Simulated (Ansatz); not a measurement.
Starting cell, CaF₂ (fluorite):

```
CaF2
1.0
    0.00000     2.72024     2.72024
    2.72024     0.00000     2.72024
    2.72024     2.72024     0.00000
Ca F
1 2
Cartesian
  0.00000   0.00000   0.00000
  1.36012   1.36012   1.36012
  4.08035   4.08035   4.08035
```

Scan: atom 3 (F, nearest neighbour Ca at 2.356 Å; its periodic images, 3.8 Å or more away, move with it) is displaced towards the nearest neighbour, direction (0.577, 0.577, 0.577) in Cartesian axes, by s. The other atoms stay.

Calculation: r2SCAN (plane waves to 500 eV, PAW, scalar-relativistic; Ansatz, a program for electronic structure). k mesh 9×9×9 (Γ-centred), Fermi-Dirac smearing 0.05 eV. Energies are smeared free energies. CaF2 was relaxed with its symmetry unable to fall. The PAW data are Ansatz's earlier set. The zero of ΔE is the undisplaced structure.

Successive frames, forces in eV/Å:

```tsv
frame	ΔE (meV/cell)	F on Ca1	F on F2	F on F3
s = -0.192 Å	78.5	(-0.170, -0.170, -0.170)	(-0.267, -0.267, -0.267)	(0.437, 0.437, 0.437)
s = -0.144 Å	45.9	(-0.144, -0.144, -0.144)	(-0.203, -0.203, -0.203)	(0.347, 0.347, 0.347)
s = -0.096 Å	21.2	(-0.108, -0.108, -0.108)	(-0.137, -0.137, -0.137)	(0.245, 0.245, 0.245)
```

Task: What are the energy and the forces in the next frame, s = -0.048 Å?

Result: ΔE (meV/cell) = 5.5.

```json
[
 {"atom": "Ca1", "Fx": "-0.061", "Fy": "-0.061", "Fz": "-0.061"},
 {"atom": "F2", "Fx": "-0.069", "Fy": "-0.069", "Fz": "-0.069"},
 {"atom": "F3", "Fx": "0.130", "Fy": "0.130", "Fz": "0.130"}
]
```

(For displaced atoms, the force is minus the slope of the energy, and its curvature is a force constant, which sets phonon frequencies.)
